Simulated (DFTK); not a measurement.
**TiB2 in DFTK: convergence with smearing width**

Crystal: TiB2.

```
Ti B
1.0
     3.02920    0.00000    0.00000
    -1.51460    2.62336    0.00000
     0.00000    0.00000    3.22840
Ti B
1 2
Direct
  0.00248 0.99759 0.00048
  0.66253 0.33493 0.49989
  0.33825 0.67402 0.49821
```

The cell isn't the ideal one: atoms moved at random.

| Property | Result |
| --- | --- |
| Program | DFTK 0.8.2 |
| Task | convergence study |
| Functional | PBEsol |
| Potentials or basis | SG15 1.2 (PBE) |
| Cutoff | 1225 eV |
| k mesh | 4 × 4 × 4 |
| Occupations | fermi-dirac, width 0.5 eV |
| Spin | no spin polarisation |

These are the settings of the first run; the series varies smearing width, with any setting tied to it.

Hardware: 1 thread of Intel(R) Xeon(R) Platinum 8488C (Sapphire Rapids), on a shared host.

Q: The values tried are 0.5 eV, 0.3 eV, 0.2 eV, 0.1 eV, 0.05 eV, 0.025 eV, 0.01 eV, loosest first. From which on does the pressure stay within 0.1 GPa of the tightest run that finished?

A: From 0.1 eV on.

| smearing width | energy less the tightest run, at zero smearing (meV/atom) | pressure (GPa) | largest force (eV/Å) | SCF cycles |
| --- | --- | --- | --- | --- |
| 0.5 eV | 18.21 | -2.10 | 0.391 | 12 |
| 0.3 eV | 2.32 | -4.05 | 0.393 | 13 |
| 0.2 eV | -0.03 | -4.47 | 0.403 | 13 |
| 0.1 eV | -0.70 | -4.65 | 0.433 | 13 |
| 0.05 eV | -0.44 | -4.68 | 0.449 | 13 |
| 0.025 eV | -0.16 | -4.69 | 0.444 | 13 |
| 0.01 eV | 0.00 | -4.69 | 0.441 | 10 |

Against the tightest run, the energy stays within 1 meV/atom from 0.2 eV on; the largest force stays within 0.005 eV/Å from 0.025 eV on. Narrower smearing needs a denser k mesh, so at a fixed mesh the narrowest width isn't the most accurate. The tightest run that finished is the yardstick and may itself not be fully converged.

Caveat, for the tightest run too: the k mesh is coarse (spacing up to 0.60 Å⁻¹), so the values aren't converged; the potentials were made for another functional, which shifts forces and pressure.
